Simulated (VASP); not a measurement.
## Al2Ru under changes of volume

One of the cells (13.980 Å³/atom); the others are scaled copies at fixed shape and fractional positions:

```
Ru Al
1.0
    -1.57076    1.57076    4.24977
     1.57076   -1.57076    4.24977
     1.57076    1.57076   -4.24977
Ru Al
1 2
Direct
  0.00000 0.00000 0.00000
  0.34080 0.34080 0.00000
  0.65920 0.65920 0.00000
```

The cell comes from a database or a generator and needn't be the stable form of this composition.

- Program: VASP 6.6.1
- Functional: PBEsol
- Potentials or basis: VASP PAW PBE potentials, release 64 (Ru_pv, Al)
- Cutoff: 520 eV
- k mesh: 12 × 12 × 12
- Occupations: fermi-dirac, width 0.05 eV
- Spin: no spin polarisation

```tsv
volume (Å³/atom)	energy over the lowest point (meV/atom)	pressure (GPa)	largest force (eV/Å)
12.884	?	?	?
13.158	9.60	7.8	0.093
13.432	0.00	3.5	0.021
13.980	0.91	-3.8	0.109
14.255	10.07	-6.9	0.167
14.529	24.25	-9.7	0.220
```

Problem. What does the run at 12.884 Å³/atom give?

Solution. Energy over the lowest point 26.92 meV/atom; pressure 12.5 GPa; largest force 0.173 eV/Å.

Worked out: A Birch-Murnaghan fit of order 3 (a polynomial in V^(-2/3)) to the other rows has its minimum at 13.68 Å³/atom with B0 = V·E''(V) = 183 GPa and B' = 4.4 at fixed shape and positions, which overstates the stiffness. It gives 26.92 meV/atom at 12.884 Å³/atom, against the run's 26.92, and -dE/dV = 12.6 GPa, against 12.5.

Energies are extrapolated to zero smearing.

Caveats: the PAW data sets were made with another functional, which shifts forces and pressure a little.
